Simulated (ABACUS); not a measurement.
Crystal: Ge.

```xyz
2
Lattice="-2.5745 2.5745 1.3974 2.5745 -2.5745 1.3974 2.5745 2.5745 -1.3974" Properties=species:S:1:pos:R:3 pbc="T T T"
Ge    0.0000    0.0000    1.3974
Ge    2.5745    0.0000    0.6987
```

This isn't the form of Ge at room conditions, which is diamond.

```yaml
Program: ABACUS 3.10.1
Task: relaxation of cell and atoms
Functional: LDA
Potentials_or_basis: PseudoDojo NC SR 0.4.1 LDA stringent
Cutoff: 1687 eV
Density_cutoff: 6748 eV
Basis: plane waves
k_mesh: 9 × 9 × 9
Occupations: fermi-dirac, width 0.05 eV
Spin: no spin polarisation
```

At the start: pressure -2.4 GPa; volume 18.52 Å³/atom.

Task: How do energy, volume and symmetry change on relaxing?

Result: Over 4 steps the energy falls by 4.2 meV/atom and the volume is 17.98 Å³/atom (-2.9 %); space group I4_1/amd (No. 141, to 0.05 Å).

Step by step:
| step | energy change (eV) | largest force (eV/Å) | pressure (GPa) | volume (Å³) |
| --- | --- | --- | --- | --- |
| 1 | 0.0000 | 0.0000 | -2.36 | 37.05 |
| 2 | -0.0072 | 0.0000 | 0.96 | 35.55 |
| 3 | -0.0084 | 0.0000 | -0.03 | 35.95 |
| 4 | -0.0084 | 0.0000 | -0.02 | 35.96 |

Final structure:
```yaml
crystal:
  lattice:
    - [-2.54587, 2.54587, 1.38686]
    - [2.54587, -2.54587, 1.38686]
    - [2.54587, 2.54587, -1.38686]
  atoms:
    - { symbol: Ge, position: [0.50000, 0.50000, 0.00000] }
    - { symbol: Ge, position: [0.25000, 0.75000, 0.50000] }
```
